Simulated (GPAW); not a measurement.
## HgSe: equation of state with AM05

**Measured values to compare with.**

“The pseudo-binary mercury chalcogenide alloy HgSe0.7S0.3 at high pressure: a mechanism of the zinc blende/cinnabar reconstructive phase transition”, 2002, arxiv:cond-mat/0209548 quotes, for a bulk crystal of HgSe: bulk modulus 51.6 ± 0.2 GPa.

The system is HgSe.

```
CELL_PARAMETERS angstrom
0.00000 3.03900 3.03900
3.03900 0.00000 3.03900
3.03900 3.03900 0.00000
ATOMIC_POSITIONS crystal
Hg 0.00000 0.00000 0.00000
Se 0.25000 0.25000 0.25000
```

- Program: GPAW 26.7.0
- Task: equation of state
- Functional: AM05
- Potentials or basis: PAW data sets generated in the run's folder for this functional
- Cutoff: 600 eV
- Basis: pw
- k mesh: 6 × 6 × 6
- Occupations: fermi-dirac, width 0.05 eV
- Spin: no spin polarisation

```
Equilibrium volume                      : 29.38 Å³/atom
Bulk modulus                            : 48 GPa
Pressure derivative of the bulk modulus : 5.1
```

Energy against volume, from the lowest point:
| volume (Å³/atom) | energy (meV/atom) |
| --- | --- |
| 26.383 | 56.72 |
| 26.944 | 35.80 |
| 27.505 | 20.29 |
| 28.067 | 9.45 |
| 28.628 | 2.85 |
| 29.189 | 0.00 |
| 29.751 | 0.51 |

Run time: 98 s on 1 thread of AMD EPYC 7R43 64-Core Processor (Zen 3), with other jobs on the host, peak memory 0.2 GiB.

A measured bulk modulus of HgSe is 51.6 GPa (quoted in “The pseudo-binary mercury chalcogenide alloy HgSe0.7S0.3 at high pressure: a mechanism of the zinc blende/cinnabar reconstructive phase transition”, 2002, arxiv:cond-mat/0209548); the calculated 48 GPa misses it by -7.0 %. The fit is for a static lattice scaled at fixed shape and fixed fractional positions.

Spin-orbit coupling is left out, which matters for the levels of Hg.
